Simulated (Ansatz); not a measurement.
**Li: stress in a strained cell**

Li is deformed so: zz strain of -2 %. What stress and forces result, by LAPW, PAW and all-electron datasets made for the crystal?

Program: Ansatz 0.2.0. Level of theory: DFT LDA, scalar-relativistic. These are calculated values, not measurements.

**1. Starting point**

Symmetry: Im-3m, No. 229, cubic system. The conventional cell has a = 3.500 Å, b = 3.500 Å, c = 3.500 Å, α = 90.00°, β = 90.00°, γ = 90.00°. Li (site symmetry m-3m) has 8 Li at 3.03 Å as nearest neighbours.

Structure file:

```
Li
1.0
    -1.75000    1.75000    1.75000
     1.75000   -1.75000    1.75000
     1.75000    1.75000   -1.75000
Li
1
Direct
  0.00000 0.00000 0.00000
```

**2. The deformed structure**

Space group Im-3m before, I4/mmm after.

**3. All-electron LAPW**

The input, input.yaml:

```yaml
crystal:
  lattice:
    - [-1.75, 1.75, 1.715]
    - [1.75, -1.75, 1.715]
    - [1.75, 1.75, -1.715]
  atoms:
    - { symbol: Li, position: [0.0, 0.0, 0.0] }
kpoints:
  mp_grid: { grid: [13, 13, 13] }
  band_path:
    path:
      - [0.0, 0.0, 0.0]
      - [0.0, 0.0, 0.5]
      - [-0.5, 0.5, 0.5]
      - [0.0, 0.0, 0.0]
      - [0.4901, 0.4901, -0.4901]
      - [-0.4901, 0.5099, 0.4901]
      - [-0.5, 0.5, 0.5]
      - [0.0, 0.0, 0.5]
      - [0.25, 0.25, 0.25]
    npoints: 5
scf:
  occupations: { method: fermi_dirac, width: 0.05 }
hamiltonian:
  xc: lda
  pseudopotentials: { kind: all_electron, lapw: { basis_error: 0.00025 } }
output:
  forces: true
  stress: true
  eigenvalues: true
```

Run with:

```bash
> ansatz run input.yaml --threads 1 --pin off --max-ram 3072MiB --backend cpu --events-out ev --progress --plain --runs-dir out
```

**4. PAW on the default files**

The input, input.yaml:

```yaml
crystal:
  lattice:
    - [-1.75, 1.75, 1.715]
    - [1.75, -1.75, 1.715]
    - [1.75, 1.75, -1.715]
  atoms:
    - { symbol: Li, position: [0.0, 0.0, 0.0] }
kpoints:
  mp_grid: { grid: [13, 13, 13] }
scf:
  occupations: { method: fermi_dirac, width: 0.05 }
hamiltonian:
  xc: lda
  pseudopotentials: { kind: paw }
output:
  forces: true
  stress: true
  eigenvalues: true
  efg: { contact_densities: true }
```

**5. Datasets made for this crystal**

Edit input.yaml of step 4 so:

```diff
@@ -13,3 +13,3 @@
   xc: lda
-  pseudopotentials: { kind: paw }
+  pseudopotentials: { kind: all_electron, datasets: crystal }
 output:
```

(Steps that only read results are left out.)

Before running it: what results should come out? Wanted: pressure; largest shear or deviatoric stress.

**Answer**, as computed:

| quantity | value |
| --- | --- |
| pressure | LAPW -1.29, PAW -1.29, crystal datasets -1.29 GPa |
| largest shear or deviatoric stress (LAPW) | 0.06 GPa |

In words: The largest part of the stress beyond the pressure is 0.06 GPa in size, in the zz component. No run of the undeformed cell stands beside it, so the pressure holds what the given cell had before the change. PAW: stress within 0.01 GPa of LAPW. Crystal datasets: stress within 0.01 GPa of LAPW.
